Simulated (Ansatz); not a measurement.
**HfH2: energy and pressure over a range of volumes**

Aim: scale the cell of HfH2 up and down at fixed shape and fractional positions, and get the equilibrium volume and bulk modulus with LAPW, PAW and all-electron datasets made for the crystal.

Program: Ansatz 0.2.0. Level of theory: DFT LDA, scalar-relativistic. These are calculated values, not measurements.

## (1) The starting structure

Symmetry: I4/mmm, No. 139, tetragonal system. The conventional cell has a = 3.478 Å, b = 3.478 Å, c = 4.361 Å, α = 90.00°, β = 90.00°, γ = 90.00°. Around Hf (site symmetry 4/mmm) lie 8 H at 2.05 Å. H (site symmetry -4m2) is surrounded by 4 Hf at 2.05 Å.

Structure file:

```xyz
3
Lattice="-1.7390 1.7390 2.1805 1.7390 -1.7390 2.1805 1.7390 1.7390 -2.1805" Properties=species:S:1:pos:R:3 pbc="T T T"
Hf    0.0000    0.0000    0.0000
H     0.0000    1.7390    1.0902
H     1.7390    0.0000    1.0902
```

Atoms are numbered in the order of the input: Hf1, H2, H3.

## (2) Volume × 0.96, LAPW

Input file input.yaml:

```yaml
crystal:
  lattice:
    - [-1.7154971189, 1.7154971189, 2.1510301712]
    - [1.7154971189, -1.7154971189, 2.1510301712]
    - [1.7154971189, 1.7154971189, -2.1510301712]
  atoms:
    - { symbol: Hf, position: [0.0, 0.0, 0.0] }
    - { symbol: H, position: [0.75, 0.25, 0.5] }
    - { symbol: H, position: [0.25, 0.75, 0.5] }
kpoints:
  mp_grid: { grid: [12, 12, 12] }
  band_path:
    path:
      - [0.0, 0.0, 0.0]
      - [0.0, 0.0, 0.5]
      - [0.25, 0.25, 0.25]
      - [0.0, 0.5, 0.0]
      - [0.0, 0.0, 0.0]
      - [0.5, 0.5, -0.5]
      - [0.4090109348, 0.5909890652, -0.4090109348]
      - [-0.4090109348, 0.4090109348, 0.4090109348]
      - [0.0, 0.0, 0.0]
    npoints: 5
scf:
  occupations: { method: fermi_dirac, width: 0.03 }
hamiltonian:
  xc: lda
  pseudopotentials: { kind: all_electron, lapw: { basis_error: 0.0005 } }
output:
  forces: true
  stress: true
  eigenvalues: true
```

The run is started by

```
$ ansatz run input.yaml --threads 1 --pin off --max-ram 4096MiB --backend cpu --events-out ev --progress --plain --runs-dir out
```

The log of the run, cut to the lines that bear on the results:

```text
LAPW: plane waves up to 9.237 Å⁻¹, error target 5.0e-4 eV per atom; small_component_spin mean_spin; H in spheres of 0.654 Å, 1 of its electrons in bands, Dirac shells []; Hf in spheres of 1.371 Å, 42 of its electrons in bands, Dirac shells []
[...]
Pseudopotentials: kind: all_electron
Pseudopotential: Hf, LAPW, valence charge 42, Koelling and Harmon's equation, gaussian nucleus
Pseudopotential: H, LAPW, valence charge 1, Koelling and Harmon's equation, gaussian nucleus
Functional definition: SPW92
[...]
Crystal: 3 atoms, lattice volume = 25.321 Å³
Basis set: ecut = 325.0682126881841 eV, 323 PW (Γ), exchange–correlation at level 2
Bands: 27, of which v1, the nominal top of the filled ones, is band 22 counted from 1 (21 counted from 0)
Symmetry: 16 space group operations
Space group: I4/mmm (ITA 139), of the structure as read, at distance tolerance 2.9e-5 Å
k-points: 163 of 1728
[...]
SCF iter   1: F=—  HF=-410039.614020 eV  |F-HF|=—  |Δ(HF+E_count)|=         —  Δρ=6.97e-2  dr2=1.10e0  ethr=2.50e-3  ⟨swp⟩=2.0  Hψ=27549  notcnv=0
[...]
the basis was enlarged: its passes take 354.1 KiB over the memory plan, 1 of 1 planned eigensolver slots
[...]
SCF iter   9: F=-410038.934696 eV  HF=-410038.934696 eV  |F-HF|=3.14e-9  |Δ(HF+E_count)|=   3.07e-7  Δρ=1.04e-5  dr2=2.39e-8  ethr=2.82e-9  ⟨swp⟩=2.0  Hψ=12894  notcnv=0
[...]
NSCF: frozen V_eff on 41 k-points
SCF converged after 9 iterations
Free energy (F): -410038.934696 eV
[...]
E sigma→0 (E₀):  -410038.933779 eV
Entropy (-TS):   -0.001833 eV (-0.611 meV/atom)
Fermi energy:    19.014846 eV
[...]
--- Forces (eV/Å), atoms counted from 1 ---
  atom   1  Hf    -0.00000000     0.00000000    -0.00000000
  atom   2  H      0.00000000    -0.00000000     0.00000000
  atom   3  H     -0.00000000    -0.00000000     0.00000000
[...]
--- Stress (GPa, compression-positive) ---
       -1.936510       0.000000       0.000000
        0.000000      -1.936510       0.000000
        0.000000       0.000000      -3.785110
  P = ⅓ Tr σ = -2.5527 GPa (-25.527 kbar)
--- Band table (eV; the first three rows and the last of 163) ---
[...]
```

Run time: 42 s. Hardware: 1 thread of Arm Neoverse V2, shared host; peak memory 0.6 GiB.

Result: pressure -2.55 GPa; no gap.

## (3) Volume × 0.96, PAW

Input file input.yaml:

```yaml
crystal:
  lattice:
    - [-1.7154971189, 1.7154971189, 2.1510301712]
    - [1.7154971189, -1.7154971189, 2.1510301712]
    - [1.7154971189, 1.7154971189, -2.1510301712]
  atoms:
    - { symbol: Hf, position: [0.0, 0.0, 0.0] }
    - { symbol: H, position: [0.75, 0.25, 0.5] }
    - { symbol: H, position: [0.25, 0.75, 0.5] }
kpoints:
  mp_grid: { grid: [12, 12, 12] }
scf:
  occupations: { method: fermi_dirac, width: 0.03 }
hamiltonian:
  xc: lda
  pseudopotentials: { kind: paw }
output:
  forces: true
  stress: true
  eigenvalues: true
  efg: { contact_densities: true }
```

The run is started by

```
$ ansatz run input.yaml --threads 1 --pin off --max-ram 4096MiB --backend cpu --events-out ev --progress --plain --runs-dir out
```

The log of the run, cut to the lines that bear on the results:

```text
Hf: output.efg is read without spin–orbit coupling, which moves field gradients at and beside such atoms by some per cent and up to a factor of two; PAW files take it under magnetization.noncollinear and magnetization.spin_orbit
[...]
Pseudopotentials: kind: paw
Pseudopotential: Hf, paw, valence charge 26, recommended cutoff 420 eV (normal)
Pseudopotential: H, paw, valence charge 1, recommended cutoff 420 eV (normal)
[... 1 set-up line as earlier in the session ...]
[...]
Crystal: 3 atoms, lattice volume = 25.321 Å³
Basis set: ecut = 420 eV, 487 PW (Γ)
Bands: 18, of which v1, the nominal top of the filled ones, is band 14 counted from 1 (13 counted from 0)
[... 2 set-up lines as earlier in the session ...]
k-points: 163 of 1728
[...]
--- Stress (GPa, compression-positive) ---
       -1.973479       0.000000      -0.000000
        0.000000      -1.973479       0.000000
        0.000000       0.000000      -3.814051
  P = ⅓ Tr σ = -2.5870 GPa (-25.870 kbar)
--- PAW observables at the nuclei: V_zz in 10²¹ V/m², potentials from the cell's mean, atoms counted from 1 ---
  atom   1  Hf V_zz =    -3.375525   η = 0.0000   by run symmetry: allowed
            electrostatic potential = -14182.391642 V   contact ρ = 7500118.927340 e/Å³
  atom   2  H  V_zz =    -0.017220   η = 0.0000   by run symmetry: allowed
            electrostatic potential = -51.571602 V   contact ρ = 2.867938 e/Å³
  atom   3  H  V_zz =    -0.017220   η = 0.0000   by run symmetry: allowed
            electrostatic potential = -51.571602 V   contact ρ = 2.867938 e/Å³
--- Band table (eV; the first three rows and the last of 163) ---
  k-point 0: bands = ["-43.5691", "-12.0404", "-12.0404", "-11.9814", "6.3157", "6.4358", "6.4358", "6.4462", "6.4727", "6.4727", "6.5034", "7.3486", "17.7745", "18.2309", "18.2309", "19.0313", "20.6524", "22.0387"]
[...]
```

Wall time 5.6 s (1 thread of Arm Neoverse V2, shared host); peak memory 0.39 GiB.

Result: pressure -2.59 GPa; no gap; Vzz Hf1 -3.38 (η = 0.00), H2 -0.02 (η = 0.00) (10²¹ V/m²).

## (4) Volume × 0.96, crystal datasets

input.yaml: that of step 3 with these lines changed.

```diff
@@ -15,3 +15,3 @@
   xc: lda
-  pseudopotentials: { kind: paw }
+  pseudopotentials: { kind: all_electron, datasets: crystal }
 output:
```

The run is started by

```
$ ansatz run input.yaml --threads 1 --pin off --max-ram 4096MiB --backend cpu --events-out ev --progress --plain --runs-dir out
```

The log of the run, cut to the lines that bear on the results:

```text
[...]
band count auto-derived: 20 (N_el = 28.0; filled up to band 14; 18 by the electrons, moments and atoms)
Hf: output.efg is read without spin–orbit coupling, which moves field gradients at and beside such atoms by some per cent and up to a factor of two; PAW files take it under magnetization.noncollinear and magnetization.spin_orbit
[...]
[... 1 set-up line as earlier in the session ...]
Pseudopotential: Hf, paw, valence charge 26, recommended cutoff 420 eV (normal), Koelling and Harmon's equation, gaussian nucleus
Pseudopotential: H, paw, valence charge 1, recommended cutoff 420 eV (normal), Koelling and Harmon's equation, gaussian nucleus
[... 1 set-up line as earlier in the session ...]
[...]
Crystal: 3 atoms, lattice volume = 25.321 Å³
Basis set: ecut = 420 eV, 487 PW (Γ)
Bands: 20, of which v1, the nominal top of the filled ones, is band 14 counted from 1 (13 counted from 0)
[... 1 set-up line as earlier in the session ...]
[...]
--- Stress (GPa, compression-positive) ---
       -1.937904       0.000000       0.000000
        0.000000      -1.937904       0.000000
        0.000000       0.000000      -3.785911
  P = ⅓ Tr σ = -2.5539 GPa (-25.539 kbar)
--- PAW observables at the nuclei: V_zz in 10²¹ V/m², potentials from the cell's mean, atoms counted from 1 ---
  atom   1  Hf V_zz =    -3.613037   η = 0.0000   by run symmetry: allowed
            electrostatic potential = -14176.486456 V   contact ρ = 7496466.904578 e/Å³
  atom   2  H  V_zz =    -0.011680   η = 0.0000   by run symmetry: allowed
            electrostatic potential = -51.584360 V   contact ρ = 2.873644 e/Å³
  atom   3  H  V_zz =    -0.011680   η = 0.0000   by run symmetry: allowed
            electrostatic potential = -51.584360 V   contact ρ = 2.873644 e/Å³
--- Band table (eV; the first three rows and the last of 163) ---
  k-point 0: bands = ["-43.2878", "-11.7601", "-11.7601", "-11.7015", "6.5997", "6.7191", "6.7191", "6.7301", "6.7569", "6.7569", "6.7867", "7.6261", "18.0543", "18.5073", "18.5073", "19.3077", "20.9293", "22.3151"]
[...]
```

Run time: 25 s. Hardware: 1 thread of Arm Neoverse V2, shared host; peak memory 0.76 GiB.

Read from it: pressure -2.55 GPa; no gap; Vzz Hf1 -3.61 (η = 0.00), H2 -0.01 (η = 0.00) (10²¹ V/m²).

## (5) Volume × 0.99, LAPW

Input file input.yaml:

```yaml
crystal:
  lattice:
    - [-1.733183903, 1.733183903, 2.1732073034]
    - [1.733183903, -1.733183903, 2.1732073034]
    - [1.733183903, 1.733183903, -2.1732073034]
  atoms:
    - { symbol: Hf, position: [0.0, 0.0, 0.0] }
    - { symbol: H, position: [0.75, 0.25, 0.5] }
    - { symbol: H, position: [0.25, 0.75, 0.5] }
kpoints:
  mp_grid: { grid: [12, 12, 12] }
  band_path:
    path:
      - [0.0, 0.0, 0.0]
      - [0.0, 0.0, 0.5]
      - [0.25, 0.25, 0.25]
      - [0.0, 0.5, 0.0]
      - [0.0, 0.0, 0.0]
      - [0.5, 0.5, -0.5]
      - [0.4090109348, 0.5909890652, -0.4090109348]
      - [-0.4090109348, 0.4090109348, 0.4090109348]
      - [0.0, 0.0, 0.0]
    npoints: 5
scf:
  occupations: { method: fermi_dirac, width: 0.03 }
hamiltonian:
  xc: lda
  pseudopotentials: { kind: all_electron, lapw: { basis_error: 0.0005 } }
output:
  forces: true
  stress: true
  eigenvalues: true
```

The run is started by

```
$ ansatz run input.yaml --threads 1 --pin off --max-ram 4096MiB --backend cpu --events-out ev --progress --plain --runs-dir out
```

The log of the run, cut to the lines that bear on the results:

```text
LAPW: plane waves up to 9.135 Å⁻¹, error target 5.0e-4 eV per atom; small_component_spin mean_spin; H in spheres of 0.663 Å, 1 of its electrons in bands, Dirac shells []; Hf in spheres of 1.383 Å, 42 of its electrons in bands, Dirac shells []
[...]
[... 4 set-up lines as earlier in the session ...]
[...]
Crystal: 3 atoms, lattice volume = 26.113 Å³
Basis set: ecut = 317.95943299651907 eV, 323 PW (Γ), exchange–correlation at level 2
Bands: 27, of which v1, the nominal top of the filled ones, is band 22 counted from 1 (21 counted from 0)
[... 1 set-up line as earlier in the session ...]
Space group: I4/mmm (ITA 139), of the structure as read, at distance tolerance 3.0e-5 Å
k-points: 163 of 1728
[...]
the basis was enlarged: its passes take 354.1 KiB over the memory plan, 1 of 1 planned eigensolver slots
[...]
SCF iter   9: F=-410038.910774 eV  HF=-410038.910774 eV  |F-HF|=2.74e-9  |Δ(HF+E_count)|=   3.18e-7  Δρ=1.05e-5  dr2=2.56e-8  ethr=2.97e-9  ⟨swp⟩=2.0  Hψ=12896  notcnv=0
[...]
NSCF: frozen V_eff on 41 k-points
SCF converged after 9 iterations
Free energy (F): -410038.910774 eV
[...]
E sigma→0 (E₀):  -410038.909831 eV
Entropy (-TS):   -0.001885 eV (-0.628 meV/atom)
Fermi energy:    18.396410 eV
[...]
--- Forces (eV/Å), atoms counted from 1 ---
  atom   1  Hf    -0.00000000     0.00000000     0.00000000
  atom   2  H     -0.00000000    -0.00000000     0.00000000
  atom   3  H      0.00000000     0.00000000     0.00000000
[...]
--- Stress (GPa, compression-positive) ---
       -6.602678       0.000000       0.000000
        0.000000      -6.602678      -0.000000
        0.000000      -0.000000      -7.852889
  P = ⅓ Tr σ = -7.0194 GPa (-70.194 kbar)
--- Band table (eV; the first three rows and the last of 163) ---
[...]
```

Run time: 42 s. Hardware: 1 thread of Arm Neoverse V2, shared host; peak memory 0.6 GiB.

This run gives: pressure -7.02 GPa; no gap.

## (6) Volume × 0.99, PAW

Input file input.yaml:

```yaml
crystal:
  lattice:
    - [-1.733183903, 1.733183903, 2.1732073034]
    - [1.733183903, -1.733183903, 2.1732073034]
    - [1.733183903, 1.733183903, -2.1732073034]
  atoms:
    - { symbol: Hf, position: [0.0, 0.0, 0.0] }
    - { symbol: H, position: [0.75, 0.25, 0.5] }
    - { symbol: H, position: [0.25, 0.75, 0.5] }
kpoints:
  mp_grid: { grid: [12, 12, 12] }
scf:
  occupations: { method: fermi_dirac, width: 0.03 }
hamiltonian:
  xc: lda
  pseudopotentials: { kind: paw }
output:
  forces: true
  stress: true
  eigenvalues: true
  efg: { contact_densities: true }
  write_density: true
  write_potential: true
  elf: true
  volumetric_format: npy
```

The run is started by

```
$ ansatz run input.yaml --threads 1 --pin off --max-ram 4096MiB --backend cpu --events-out ev --progress --plain --runs-dir out
```

The log of the run, cut to the lines that bear on the results:

```text
Hf: output.efg is read without spin–orbit coupling, which moves field gradients at and beside such atoms by some per cent and up to a factor of two; PAW files take it under magnetization.noncollinear and magnetization.spin_orbit
[...]
[... 4 set-up lines as earlier in the session ...]
[...]
Crystal: 3 atoms, lattice volume = 26.113 Å³
Basis set: ecut = 420 eV, 519 PW (Γ)
Bands: 18, of which v1, the nominal top of the filled ones, is band 14 counted from 1 (13 counted from 0)
[... 2 set-up lines as earlier in the session ...]
k-points: 163 of 1728
[...]
--- Stress (GPa, compression-positive) ---
       -6.632596       0.000000       0.000000
        0.000000      -6.632596       0.000000
        0.000000       0.000000      -7.877255
  P = ⅓ Tr σ = -7.0475 GPa (-70.475 kbar)
--- PAW observables at the nuclei: V_zz in 10²¹ V/m², potentials from the cell's mean, atoms counted from 1 ---
  atom   1  Hf V_zz =    -3.323181   η = 0.0000   by run symmetry: allowed
            electrostatic potential = -14181.669713 V   contact ρ = 7500113.888275 e/Å³
  atom   2  H  V_zz =    -0.012688   η = 0.0000   by run symmetry: allowed
            electrostatic potential = -50.938879 V   contact ρ = 2.826643 e/Å³
  atom   3  H  V_zz =    -0.012688   η = 0.0000   by run symmetry: allowed
            electrostatic potential = -50.938879 V   contact ρ = 2.826643 e/Å³
--- Band table (eV; the first three rows and the last of 163) ---
  k-point 0: bands = ["-44.2602", "-12.7426", "-12.7426", "-12.6869", "5.6282", "5.7375", "5.7375", "5.7455", "5.7692", "5.7692", "5.7991", "6.9054", "17.1430", "17.6364", "17.6364", "18.4133", "19.9738", "21.3101"]
[...]
```

It took 7.2 s on 1 thread of Arm Neoverse V2, shared host; peak memory 0.41 GiB.

Read from it: pressure -7.05 GPa; no gap; Vzz Hf1 -3.32 (η = 0.00), H2 -0.01 (η = 0.00) (10²¹ V/m²).

## (7) Volume × 0.99, crystal datasets

input.yaml: that of step 6 with these lines changed.

```diff
@@ -15,3 +15,3 @@
   xc: lda
-  pseudopotentials: { kind: paw }
+  pseudopotentials: { kind: all_electron, datasets: crystal }
 output:
@@ -21,5 +21 @@
   efg: { contact_densities: true }
-  write_density: true
-  write_potential: true
-  elf: true
-  volumetric_format: npy
```

The run is started by

```
$ ansatz run input.yaml --threads 1 --pin off --max-ram 4096MiB --backend cpu --events-out ev --progress --plain --runs-dir out
```

The log of the run, cut to the lines that bear on the results:

```text
[...]
band count auto-derived: 20 (N_el = 28.0; filled up to band 14; 18 by the electrons, moments and atoms)
Hf: output.efg is read without spin–orbit coupling, which moves field gradients at and beside such atoms by some per cent and up to a factor of two; PAW files take it under magnetization.noncollinear and magnetization.spin_orbit
[...]
[... 4 set-up lines as earlier in the session ...]
[...]
Crystal: 3 atoms, lattice volume = 26.113 Å³
Basis set: ecut = 420 eV, 519 PW (Γ)
Bands: 20, of which v1, the nominal top of the filled ones, is band 14 counted from 1 (13 counted from 0)
[... 1 set-up line as earlier in the session ...]
[...]
--- Stress (GPa, compression-positive) ---
       -6.602822       0.000000       0.000000
        0.000000      -6.602822       0.000000
        0.000000       0.000000      -7.852575
  P = ⅓ Tr σ = -7.0194 GPa (-70.194 kbar)
--- PAW observables at the nuclei: V_zz in 10²¹ V/m², potentials from the cell's mean, atoms counted from 1 ---
  atom   1  Hf V_zz =    -3.543985   η = 0.0000   by run symmetry: allowed
            electrostatic potential = -14175.758970 V   contact ρ = 7496461.712356 e/Å³
  atom   2  H  V_zz =    -0.006861   η = 0.0000   by run symmetry: allowed
            electrostatic potential = -50.950815 V   contact ρ = 2.832045 e/Å³
  atom   3  H  V_zz =    -0.006861   η = 0.0000   by run symmetry: allowed
            electrostatic potential = -50.950815 V   contact ρ = 2.832045 e/Å³
--- Band table (eV; the first three rows and the last of 163) ---
  k-point 0: bands = ["-43.9890", "-12.4722", "-12.4722", "-12.4167", "5.9010", "6.0096", "6.0096", "6.0183", "6.0422", "6.0422", "6.0712", "7.1736", "17.4160", "17.9034", "17.9034", "18.6805", "20.2413", "21.5771"]
[...]
```

It took 24 s on 1 thread of Arm Neoverse V2, shared host; peak memory 0.76 GiB.

Read from it: pressure -7.02 GPa; no gap; Vzz Hf1 -3.54 (η = 0.00), H2 -0.01 (η = 0.00) (10²¹ V/m²).

## (8) Volume × 1.02, LAPW

Input file input.yaml:

```yaml
crystal:
  lattice:
    - [-1.7505168919, 1.7505168919, 2.1949408182]
    - [1.7505168919, -1.7505168919, 2.1949408182]
    - [1.7505168919, 1.7505168919, -2.1949408182]
  atoms:
    - { symbol: Hf, position: [0.0, 0.0, 0.0] }
    - { symbol: H, position: [0.75, 0.25, 0.5] }
    - { symbol: H, position: [0.25, 0.75, 0.5] }
kpoints:
  mp_grid: { grid: [12, 12, 12] }
  band_path:
    path:
      - [0.0, 0.0, 0.0]
      - [0.0, 0.0, 0.5]
      - [0.25, 0.25, 0.25]
      - [0.0, 0.5, 0.0]
      - [0.0, 0.0, 0.0]
      - [0.5, 0.5, -0.5]
      - [0.4090109348, 0.5909890652, -0.4090109348]
      - [-0.4090109348, 0.4090109348, 0.4090109348]
      - [0.0, 0.0, 0.0]
    npoints: 5
scf:
  occupations: { method: fermi_dirac, width: 0.03 }
hamiltonian:
  xc: lda
  pseudopotentials: { kind: all_electron, lapw: { basis_error: 0.0005 } }
output:
  forces: true
  stress: true
  eigenvalues: true
```

The run is started by

```
$ ansatz run input.yaml --threads 1 --pin off --max-ram 4096MiB --backend cpu --events-out ev --progress --plain --runs-dir out
```

The log of the run, cut to the lines that bear on the results:

```text
LAPW: plane waves up to 9.038 Å⁻¹, error target 5.0e-4 eV per atom; small_component_spin mean_spin; H in spheres of 0.672 Å, 1 of its electrons in bands, Dirac shells []; Hf in spheres of 1.395 Å, 42 of its electrons in bands, Dirac shells []
[...]
[... 4 set-up lines as earlier in the session ...]
[...]
Crystal: 3 atoms, lattice volume = 26.904 Å³
Basis set: ecut = 311.20384682637564 eV, 323 PW (Γ), exchange–correlation at level 2
Bands: 27, of which v1, the nominal top of the filled ones, is band 22 counted from 1 (21 counted from 0)
[... 2 set-up lines as earlier in the session ...]
k-points: 163 of 1728
[...]
the basis was enlarged: its passes take 354.1 KiB over the memory plan, 1 of 1 planned eigensolver slots
[...]
SCF iter   9: F=-410038.866421 eV  HF=-410038.866421 eV  |F-HF|=1.92e-9  |Δ(HF+E_count)|=   3.27e-7  Δρ=1.06e-5  dr2=2.76e-8  ethr=3.13e-9  ⟨swp⟩=2.0  Hψ=12897  notcnv=0
[...]
NSCF: frozen V_eff on 41 k-points
SCF converged after 9 iterations
Free energy (F): -410038.866421 eV
[...]
E sigma→0 (E₀):  -410038.865454 eV
Entropy (-TS):   -0.001935 eV (-0.645 meV/atom)
Fermi energy:    17.811102 eV
[...]
--- Forces (eV/Å), atoms counted from 1 ---
  atom   1  Hf     0.00000000    -0.00000000     0.00000000
  atom   2  H      0.00000000    -0.00000000    -0.00000000
  atom   3  H     -0.00000000    -0.00000000     0.00000000
[...]
--- Stress (GPa, compression-positive) ---
      -10.594818      -0.000000      -0.000000
       -0.000000     -10.594818       0.000000
       -0.000000       0.000000     -11.338067
  P = ⅓ Tr σ = -10.8426 GPa (-108.426 kbar)
--- Band table (eV; the first three rows and the last of 163) ---
[...]
```

Run time: 42 s. Hardware: 1 thread of Arm Neoverse V2, shared host; peak memory 0.6 GiB.

Read from it: pressure -10.84 GPa; no gap.

[end of part 1 of 2]
